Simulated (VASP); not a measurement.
# GaN (P6_3mc) in VASP: a series of runs

Aim: see how the results for GaN move with the level of theory and the settings. Levels: PBEsol, PBE. Tasks: equation of state.

Everything below comes from runs of VASP 6.6.1. Logs are shortened: lines on timing, memory, paths and dates and some standing lists are left out, and cuts for length are marked.

## Step 1: The crystal as given

The structure is hexagonal, space group P6_3mc (No. 186). The conventional cell has a = 3.180 Å, b = 3.180 Å, c = 5.166 Å, α = 90.00°, β = 90.00°, γ = 120.00°. Ga (site symmetry 3m) has 4 N at 1.94 to 1.95 Å as nearest neighbours. Around N (site symmetry 3m) lie 4 Ga at 1.94 to 1.95 Å.

## Step 2: Equation of state, PBEsol, 10.63 Å³/atom (volume scaled by 0.94)

Contents of INCAR:

```
SYSTEM = GaN
  ALGO = Normal
  EDIFF = 1E-7
  ENCUT = 520
  GGA = PS
  ISIF = 2
  ISMEAR = -1
  LASPH = .TRUE.
  LCHARG = .FALSE.
  LREAL = .FALSE.
  LWAVE = .FALSE.
  NBANDS = 26
  NELM = 80
  PREC = Accurate
  SIGMA = 0.05
```

Contents of KPOINTS:

```
k-points
0
G
  10 10 5
  0 0 0
```

Contents of POSCAR:

```
GaN
1.0
    3.1150838257      0.0000000000      0.0000000000
   -1.5575419129      2.6977417280      0.0000000000
    0.0000000000      0.0000000000      5.0605418376
Ga N
2 2
Direct
    0.6666666667      0.3333333333      0.5000000000
    0.3333333333      0.6666666667      0.0000000000
    0.6666666667      0.3333333333      0.8750000000
    0.3333333333      0.6666666667      0.3750000000
```

Potentials or basis: VASP PAW PBE potentials, release 64 (Ga_d, N).

The run is started by

```bash
$ cat potpaw_PBE.64/Ga_d/POTCAR potpaw_PBE.64/N/POTCAR > POTCAR
$ mpirun -np 1 vasp_std > vasp.out
```

OUTCAR:

```text
SYSTEM = GaN
   EDIFF = 1E-7
   ENCUT = 520
   GGA = PS
   ISIF = 2
   ISMEAR = -1
   LASPH = .TRUE.
   LREAL = .FALSE.
   NELM = 80
   PREC = Accurate

 Found     42 irreducible k-points:

 Following reciprocal coordinates:
            Coordinates               Weight
  0.000000  0.000000  0.000000      1.000000
  0.100000 -0.000000  0.000000      6.000000
  0.200000 -0.000000  0.000000      6.000000
  0.300000 -0.000000  0.000000      6.000000
  0.400000 -0.000000  0.000000      6.000000
  0.500000 -0.000000  0.000000      3.000000
   k-points           NKPTS =     42   k-points in BZ     NKDIM =     42   number of bands    NBANDS=     26
   number of dos      NEDOS =    301   number of ions     NIONS =      4
   total plane-waves  NPLWV =  23040
   dimension x,y,z NGX =    24 NGY =   24 NGZ =   40
   dimension x,y,z NGXF=    48 NGYF=   48 NGZF=   80
   ions per type =               2   2
   NGX,Y,Z   is equivalent  to a cutoff of  12.81, 12.81, 13.14 a.u.
   NGXF,Y,Z  is equivalent  to a cutoff of  25.62, 25.62, 26.28 a.u.
 SYSTEM =  GaN
   PREC   = accura    normal or accurate (medium, high low for compatibility)
   ISTART =      0    job   : 0-new  1-cont  2-samecut
   ICHARG =      2    charge: 1-file 2-atom 10-const
   ISPIN  =      1    spin polarized calculation?
   LNONCOLLINEAR =      F non collinear calculations
   LSORBIT =      F    spin-orbit coupling
   LASPH  =      T    aspherical Exc in radial PAW
   ENCUT  =  520.0 eV  38.22 Ry    6.18 a.u.   5.79  5.79  9.41*2*pi/ulx,y,z
   NELM   =     80;   NELMIN=  2; NELMDL= -5     # of ELM steps
   EDIFF  = 0.1E-06   stopping-criterion for ELM
   LREAL  =      F    real-space projection
   EDIFFG = 0.1E-05   stopping-criterion for IOM
   NSW    =      0    number of steps for IOM
   IBRION =     -1    ionic relax: 0-MD 1-quasi-New 2-CG
   NFREE  =      0    steps in history (QN), initial steepest desc. (CG)
   ISIF   =      2    stress and relaxation
   ISYM   =      2    0-nonsym 1-usesym 2-fastsym
   POTIM  = 0.5000    time-step for ionic-motion
   TEBEG  =    0.0;   TEEND  =   0.0 temperature during run
   PSTRESS=    0.0 pullay stress
   NELECT =      36.0000    total number of electrons
   NUPDOWN=      -1.0000    fix difference up-down
   EMIN   =  10.00;   EMAX   =-10.00  energy-range for DOS
   EFERMI =   0.00;   METHOD = LEGACY
   ISMEAR =    -1;   SIGMA  =   0.05  broadening in eV -4-tet -1-fermi 0-gaus
   EFERMI_NEDOS =   21; number of points for ismear=-14 and -15
   IALGO  =     38    algorithm
   IMIX   =      4    mixing-type and parameters
     AMIX     =   0.40;   BMIX     =  1.00
     AMIX_MAG =   1.60;   BMIX_MAG =  1.00
  volume/ion in A,a.u.               =      10.63        71.75
  Fermi-wavevector in a.u.,A,eV,Ry     =   1.548650  2.926524 32.631083  2.398317
  Thomas-Fermi vector in A             =   2.653570
   LORBIT       =      0    0 simple, 1 ext, 2 COOP (PROOUT), +10 PAW based schemes
   GGA     = PS    functional components
   LHFCALC =     F    Hartree Fock is set to
   AEXX    =    0.0000 exact exchange contribution
   IVDW    =     0    specifies the selected vdW correction
   LEPSILON=     F    determine dielectric tensor
   LRPA    =     F    only Hartree local field effects (RPA)
 non-spin polarized calculation
  energy-cutoff  :      520.00
  volume of cell :       42.53
 maximum number of plane-waves:      1165
 NGX is ok and might be reduce to    24
   NGX = 11   NGY = 11   NGZ = 19

 number of electron      36.0000022 magnetization

 Free energy of the ion-electron system (eV)
  ---------------------------------------------------
  ext. energy  EPLUGINS =         0.00000000
  ---------------------------------------------------
  free energy    TOTEN  =       -26.14170245 eV

  energy without entropy =      -26.14170245  energy(sigma->0) =      -26.14170245

 E-fermi :   7.0381     XC(G=0): -12.2951

 val. band max:        6.0053928595   @ k =   0.0000   0.0000   0.0000
 cond. band min:       8.3451997995   @ k =   0.0000   0.0000   0.0000
 fundamental gap:      2.3398069401
 Fermi energy:         7.0381091254

 k-point     1 :       0.0000    0.0000    0.0000
  band No.  band energies     occupation
      1     -10.6263      2.00000
      2      -9.4262      2.00000
      3      -7.4890      2.00000
      4      -7.4631      2.00000
      5      -7.4631      2.00000
      6      -7.3839      2.00000
      7      -7.3839      2.00000
      8      -7.1446      2.00000
      9      -7.1446      2.00000
     10      -7.0204      2.00000
     11      -7.0204      2.00000
     12      -5.7751      2.00000
     13      -1.6466      2.00000
     14       4.8476      2.00000
     15       4.8476      2.00000
     16       5.9384      2.00000
     17       6.0054      2.00000
     18       6.0054      2.00000
     19       8.3452      0.00000
     20      10.6379      0.00000
     21      15.5169      0.00000
     22      16.1814      0.00000
     23      16.1814      0.00000
     24      17.1596      0.00000
     25      18.1542      0.00000
     26      18.1542      0.00000

 k-point     2 :       0.1000   -0.0000    0.0000
  band No.  band energies     occupation
      1     -10.5128      2.00000
      2      -9.3936      2.00000
      3      -7.4755      2.00000
      4      -7.4459      2.00000
      5      -7.4381      2.00000
      6      -7.3713      2.00000
      7      -7.3598      2.00000
      8      -7.1555      2.00000
      9      -7.1459      2.00000
     10      -7.0435      2.00000
     11      -7.0175      2.00000
     12      -5.6990      2.00000
     13      -1.4915      2.00000
     14       4.0940      2.00000
     15       4.6198      2.00000
     16       5.2007      2.00000
     17       5.8277      2.00000
     18       5.9097      2.00000
     19       9.0634      0.00000
     20      11.2521      0.00000
     21      15.1414      0.00000
     22      15.5424      0.00000
     23      16.4613      0.00000
     24      17.2676      0.00000
     25      17.7154      0.00000
     26      18.3874      0.00000

 k-point     3 :       0.2000   -0.0000    0.0000
  band No.  band energies     occupation
      1     -10.2097      2.00000
      2      -9.3184      2.00000
      3      -7.4362      2.00000
      4      -7.4083      2.00000
      5      -7.3666      2.00000
      6      -7.3050      2.00000
      7      -7.2963      2.00000
      8      -7.1827      2.00000
      9      -7.1388      2.00000
     10      -7.0837      2.00000
     11      -7.0108      2.00000
     12      -5.4951      2.00000
     13      -1.0482      2.00000
     14       2.5051      2.00000
     15       3.8066      2.00000
     16       4.0914      2.00000
     17       5.4689      2.00000
     18       5.6400      2.00000
     19      10.1699      0.00000
     20      12.1753      0.00000
     21      14.0007      0.00000
     22      14.9697      0.00000
     23      16.6757      0.00000
     24      16.9621      0.00000
     25      17.8600      0.00000
     26      18.8855      0.00000

 k-point     4 :       0.3000   -0.0000    0.0000
  band No.  band energies     occupation
      1      -9.8364      2.00000
      2      -9.2476      2.00000
      3      -7.4088      2.00000
      4      -7.3813      2.00000
      5      -7.3048      2.00000
      6      -7.2185      2.00000
      7      -7.2001      2.00000
      8      -7.1649      2.00000
      9      -7.1047      2.00000
     10      -7.0024      2.00000
     11      -6.9720      2.00000
     12      -5.2405      2.00000
     13      -0.4525      2.00000
     14       0.9662      2.00000
     15       2.3835      2.00000
     16       3.5239      2.00000
     17       4.8328      2.00000
     18       5.2990      2.00000
     19      10.9809      0.00000
     20      12.1409      0.00000
     21      13.0871      0.00000
     22      14.8024      0.00000
     23      16.6925      0.00000
     24      16.9820      0.00000
     25      17.7028      0.00000
     26      19.6000      0.00000

 k-point     5 :       0.4000   -0.0000    0.0000
  band No.  band energies     occupation
      1      -9.5553      2.00000
      2      -9.2097      2.00000
      3      -7.4088      2.00000
      4      -7.3748      2.00000
      5      -7.2728      2.00000
      6      -7.2027      2.00000
      7      -7.1592      2.00000
      8      -7.1435      2.00000
      9      -7.0559      2.00000
     10      -6.9930      2.00000
     11      -6.4253      2.00000
     12      -5.1571      2.00000
     13      -0.5860      2.00000
     14       0.6324      2.00000
     15       1.3177      2.00000
     16       3.1096      2.00000
     17       4.0102      2.00000
     18       5.0272      2.00000
     19      11.1550      0.00000
     20      11.9788      0.00000
     21      12.3583      0.00000
     22      14.9882      0.00000
     23      16.7309      0.00000
     24      16.7793      0.00000
     25      18.3493      0.00000
     26      19.9737      0.00000

 k-point     6 :       0.5000   -0.0000    0.0000
  band No.  band energies     occupation
      1      -9.4566      2.00000
      2      -9.2011      2.00000
      3      -7.4141      2.00000
      4      -7.3751      2.00000
      5      -7.2603      2.00000
      6      -7.2082      2.00000
      7      -7.1385      2.00000
      8      -7.1299      2.00000
      9      -7.0328      2.00000
     10      -6.9881      2.00000
     11      -5.9044      2.00000
     12      -5.3857      2.00000
     13      -0.8573      2.00000
     14       0.4356      2.00000
     15       1.3869      2.00000
     16       2.9592      2.00000
     17       3.5088      2.00000
     18       4.9249      2.00000
     19      11.1130      0.00000
     20      11.8432      0.00000
     21      12.2064      0.00000
     22      15.1450      0.00000
     23      16.6156      0.00000
     24      16.7781      0.00000
     25      18.7169      0.00000
     26      20.0208      0.00000

 [... further k-points ...]

------------------------ aborting loop because EDIFF is reached ----------------------------------------

  FORCE on cell =-STRESS in cart. coord.  units (eV):
  Direction    XX          YY          ZZ          XY          YZ          ZX
  --------------------------------------------------------------------------------------
  -------------------------------------------------------------------------------------
  Total        3.5857764      3.5857764      4.3166553     -0.0000000      0.0000000      0.0000000
  in kB      135.0910762    135.0910762    162.6263159     -0.0000000      0.0000000      0.0000000
  external PRESSURE =     144.2694894 kB  Pullay stress =       0.0000000 kB

 VOLUME and BASIS-vectors are now :
 -----------------------------------------------------------------------------
  energy-cutoff  :      520.00
  volume of cell :       42.53
      direct lattice vectors                 reciprocal lattice vectors
     3.115083826  0.000000000  0.000000000     0.321018649  0.185340203  0.000000000
    -1.557541913  2.697741728  0.000000000     0.000000000  0.370680406  0.000000000
     0.000000000  0.000000000  5.060541838     0.000000000  0.000000000  0.197607298

 POSITION                                       TOTAL-FORCE (eV/Angst)
 -----------------------------------------------------------------------------------
      1.55754      0.89925      2.53027        -0.000000      0.000000     -0.147914
     -0.00000      1.79849      0.00000        -0.000000     -0.000000     -0.147914
      1.55754      0.89925      4.42797         0.000000     -0.000000      0.147914
     -0.00000      1.79849      1.89770        -0.000000      0.000000      0.147914
 -----------------------------------------------------------------------------------
    total drift:                               -0.000000     -0.000000     -0.000254

  FREE ENERGIE OF THE ION-ELECTRON SYSTEM (eV)
  ---------------------------------------------------
  free  energy   TOTEN  =       -26.1417024489 eV

  energy  without entropy=      -26.1417024489  energy(sigma->0) =      -26.14170245
```

It took 30 s on 1 thread of Intel Xeon Platinum 8488C (Sapphire Rapids), shared host; peak memory 0.18 GiB.

Results:

| Quantity | Value |
| --- | --- |
| Free energy | -26.1417 eV |
| Pressure | 14.4 GPa |
| Largest force | 0.148 eV/Å |
| Band gap on the k mesh | 2.34 eV, direct |

Caveat: the PAW data sets were made with another functional, which shifts forces and pressure a little.

## Step 3: Equation of state, PBEsol, 10.86 Å³/atom (volume scaled by 0.96)

INCAR is that of step 2.

KPOINTS is that of step 2.

Contents of POSCAR:

```
GaN
1.0
    3.1370217585      0.0000000000      0.0000000000
   -1.5685108793      2.7167405351      0.0000000000
    0.0000000000      0.0000000000      5.0961806304
Ga N
2 2
Direct
    0.6666666667      0.3333333333      0.5000000000
    0.3333333333      0.6666666667      0.0000000000
    0.6666666667      0.3333333333      0.8750000000
    0.3333333333      0.6666666667      0.3750000000
```

Potentials or basis: VASP PAW PBE potentials, release 64 (Ga_d, N).

The run is started by

```bash
$ cat potpaw_PBE.64/Ga_d/POTCAR potpaw_PBE.64/N/POTCAR > POTCAR
$ mpirun -np 1 vasp_std > vasp.out
```

It took 32 s on 1 thread of Intel Xeon Platinum 8488C (Sapphire Rapids), shared host; peak memory 0.18 GiB.

Results (log left out):

| Property | Result |
| --- | --- |
| Free energy | -26.2093 eV |
| Pressure | 9.4 GPa |
| Largest force | 0.142 eV/Å |
| Band gap on the k mesh | 2.20 eV, direct |

Caveat: the PAW data sets were made with another functional, which shifts forces and pressure a little.

## Step 4: Equation of state, PBEsol, 11.08 Å³/atom (volume scaled by 0.98)

INCAR is that of step 3.

KPOINTS is that of step 3.

Contents of POSCAR:

```
GaN
1.0
    3.1586570750      0.0000000000      0.0000000000
   -1.5793285375      2.7354772688      0.0000000000
    0.0000000000      0.0000000000      5.1313278144
Ga N
2 2
Direct
    0.6666666667      0.3333333333      0.5000000000
    0.3333333333      0.6666666667      0.0000000000
    0.6666666667      0.3333333333      0.8750000000
    0.3333333333      0.6666666667      0.3750000000
```

The run is started by

```bash
$ cat potpaw_PBE.64/Ga_d/POTCAR potpaw_PBE.64/N/POTCAR > POTCAR
$ mpirun -np 1 vasp_std > vasp.out
```

Wall time 33 s (1 thread of Intel Xeon Platinum 8488C (Sapphire Rapids), shared host); peak memory 0.18 GiB.

The run converged. Its results:

```yaml
Free_energy: -26.2499 eV
Pressure: 4.9 GPa
Largest_force: 0.136 eV/Å
Band_gap_on_the_k_mesh: 2.06 eV, direct
```

Caveat: the PAW data sets were made with another functional, which shifts forces and pressure a little.

## Step 5: Equation of state, PBEsol, 11.54 Å³/atom (volume scaled by 1.02)

INCAR is that of step 4.

KPOINTS is that of step 4.

Contents of POSCAR:

```
GaN
1.0
    3.2010602164      0.0000000000      0.0000000000
   -1.6005301082      2.7721994664      0.0000000000
    0.0000000000      0.0000000000      5.2002129176
Ga N
2 2
Direct
    0.6666666667      0.3333333333      0.5000000000
    0.3333333333      0.6666666667      0.0000000000
    0.6666666667      0.3333333333      0.8750000000
    0.3333333333      0.6666666667      0.3750000000
```

The run is started by

```bash
$ cat potpaw_PBE.64/Ga_d/POTCAR potpaw_PBE.64/N/POTCAR > POTCAR
$ mpirun -np 1 vasp_std > vasp.out
```

It took 47 s on 1 thread of Intel Xeon Platinum 8488C (Sapphire Rapids), shared host; peak memory 0.18 GiB.

The run converged. Its results:

- Free energy: -26.2609 eV
- Pressure: -2.8 GPa
- Largest force: 0.126 eV/Å
- Band gap on the k mesh: 1.79 eV, direct

Caveat: the PAW data sets were made with another functional, which shifts forces and pressure a little.

## Step 6: Equation of state, PBEsol, 11.76 Å³/atom (volume scaled by 1.04)

INCAR is that of step 5.

KPOINTS is that of step 5.

Contents of POSCAR:

```
GaN
1.0
    3.2218469041      0.0000000000      0.0000000000
   -1.6109234521      2.7902012661      0.0000000000
    0.0000000000      0.0000000000      5.2339814801
Ga N
2 2
Direct
    0.6666666667      0.3333333333      0.5000000000
    0.3333333333      0.6666666667      0.0000000000
    0.6666666667      0.3333333333      0.8750000000
    0.3333333333      0.6666666667      0.3750000000
```

Potentials or basis: VASP PAW PBE potentials, release 64 (Ga_d, N).

The run is started by

```bash
$ cat potpaw_PBE.64/Ga_d/POTCAR potpaw_PBE.64/N/POTCAR > POTCAR
$ mpirun -np 1 vasp_std > vasp.out
```

Wall time 36 s (1 thread of Intel Xeon Platinum 8488C (Sapphire Rapids), shared host); peak memory 0.18 GiB.

Results (log left out):

```yaml
Free_energy: -26.2361 eV
Pressure: -6.1 GPa
Largest_force: 0.121 eV/Å
Band_gap_on_the_k_mesh: 1.67 eV, direct
```

Caveat: the PAW data sets were made with another functional, which shifts forces and pressure a little.

## Step 7: Equation of state, PBEsol, 11.99 Å³/atom (volume scaled by 1.06)

INCAR is that of step 6.

KPOINTS is that of step 6.

Contents of POSCAR:

```
GaN
1.0
    3.2423687753      0.0000000000      0.0000000000
   -1.6211843877      2.8079737278      0.0000000000
    0.0000000000      0.0000000000      5.2673198406
Ga N
2 2
Direct
    0.6666666667      0.3333333333      0.5000000000
    0.3333333333      0.6666666667      0.0000000000
    0.6666666667      0.3333333333      0.8750000000
    0.3333333333      0.6666666667      0.3750000000
```

The run is started by

```bash
$ cat potpaw_PBE.64/Ga_d/POTCAR potpaw_PBE.64/N/POTCAR > POTCAR
$ mpirun -np 1 vasp_std > vasp.out
```

Wall time 33 s (1 thread of Intel Xeon Platinum 8488C (Sapphire Rapids), shared host); peak memory 0.18 GiB.

Results (log left out):

| Quantity | Value |
| --- | --- |
| Free energy | -26.1938 eV |
| Pressure | -9.0 GPa |
| Largest force | 0.116 eV/Å |
| Band gap on the k mesh | 1.54 eV, direct |

Caveat: the PAW data sets were made with another functional, which shifts forces and pressure a little.

## Step 8: Equation of state, PBEsol

Potentials or basis: VASP PAW PBE potentials, release 64 (Ga_d, N).

This step only gathers the single runs of the series.

What came out:

| Quantity | Value |
| --- | --- |
| Equilibrium volume | 11.36 Å³/atom |
| Bulk modulus at fixed shape and positions | 188 GPa |
| Pressure derivative of the bulk modulus | 4.4 |

Energy against volume, from the lowest point:
```
volume (Å³/atom)  energy (meV/atom)
          10.632              31.14
          10.858              14.25
          11.084               4.10
          11.310               0.00
          11.537               1.33
          11.763               7.53
          11.989              18.10
```

Caveat: the cell was scaled at fixed shape and fractional positions, which overstates the stiffness of a crystal with free parameters, most of all of layers and chains; the PAW data sets were made with another functional, which shifts forces and pressure a little.

## Step 9: Equation of state, PBE, 10.63 Å³/atom (volume scaled by 0.94)

Contents of INCAR:

```
SYSTEM = GaN
  ALGO = Normal
  EDIFF = 1E-7
  ENCUT = 520
  GGA = PE
  ISIF = 2
  ISMEAR = -1
  LASPH = .True.
  LCHARG = .False.
  LREAL = .False.
  LWAVE = .False.
  NBANDS = 26
  NELM = 100
  PREC = Accurate
  SIGMA = 0.05
```

Contents of KPOINTS:

```
k-points
0
Gamma
  10 10 5
  0 0 0
```

Contents of POSCAR:

```
GaN
1.0
    3.1150838257      0.0000000000      0.0000000000
   -1.5575419129      2.6977417280      0.0000000000
    0.0000000000      0.0000000000      5.0605418376
Ga N
2 2
Direct
    0.6666666667      0.3333333333      0.5000000000
    0.3333333333      0.6666666667      0.0000000000
    0.6666666667      0.3333333333      0.8750000000
    0.3333333333      0.6666666667      0.3750000000
```

Potentials or basis: VASP PAW PBE potentials, release 64 (Ga_d, N).

The run is started by

```bash
$ cat potpaw_PBE.64/Ga_d/POTCAR potpaw_PBE.64/N/POTCAR > POTCAR
$ mpirun -np 1 vasp_std > vasp.out
```

Wall time 33 s (1 thread of Intel Xeon Platinum 8488C (Sapphire Rapids), shared host); peak memory 0.17 GiB.

Results (log left out):

```yaml
Free_energy: -24.0448 eV
Pressure: 21.5 GPa
Largest_force: 0.152 eV/Å
Band_gap_on_the_k_mesh: 2.39 eV, direct
```

[end of part 1 of 2]
